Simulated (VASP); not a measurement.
A run of VASP 6.6.1 is set up as follows.

File INCAR:

```
  PREC = Accurate
  ENCUT = 520
  EDIFF = 1E-6
  ISMEAR = 0
  SIGMA = 0.05
  LREAL = F
  LASPH = T
  NELM = 120
  ALGO = Normal
  ISIF = 2
  LWAVE = F
  LCHARG = F
  ISPIN = 2
  MAGMOM = 4 -4 0 0
  LORBIT = 11
  LMAXMIX = 4
  LDAU = T
  LDAUTYPE = 2
  LDAUL = 2 -1
  LDAUU = 7 0
  LDAUJ = 0 0
  LDAUPRINT = 1
  GGA = PS
```

Contents of KPOINTS:

```
Automatic mesh
0
Gamma
  6 6 4
```

POSCAR

```
MnO
1.0
    3.3717001900      0.0000000000      0.0000000000
   -1.6858500900      2.9199780200      0.0000000000
    0.0000000000      0.0000000000      5.3854988200
Mn O
2 2
Direct
    0.3333333333      0.6666666667      0.0109600000
    0.6666666667      0.3333333333      0.5109600000
    0.3333333333      0.6666666667      0.3754700000
    0.6666666667      0.3333333333      0.8754700000
```

Potentials or basis: VASP PAW PBE potentials, release 64 (Mn_pv, O).

Command:

```console
$ cat potpaw_PBE.64/Mn_pv/POTCAR potpaw_PBE.64/O/POTCAR > POTCAR
$ mpirun -np 1 vasp_std > vasp.out
```

Problem. What does it give for the site moments?

Solution. Mn +4.64, -4.64; O -0.03, +0.03 μB.

Problem. What does it give for the net moment?

Solution. 0.00 μB per cell.

Eigenvalues of the final occupation matrices:
| site | spin | trace | eigenvalues |
| --- | --- | --- | --- |
| site 1 d | 1 | 4.78 | 0.95 0.95 0.96 0.96 0.96 |
| site 1 d | 2 | 0.21 | 0.02 0.02 0.05 0.05 0.07 |
| site 2 d | 1 | 0.21 | 0.02 0.02 0.05 0.05 0.07 |
| site 2 d | 2 | 4.78 | 0.95 0.95 0.96 0.96 0.96 |

 The state reached can hang on the start; a lower one may exist.
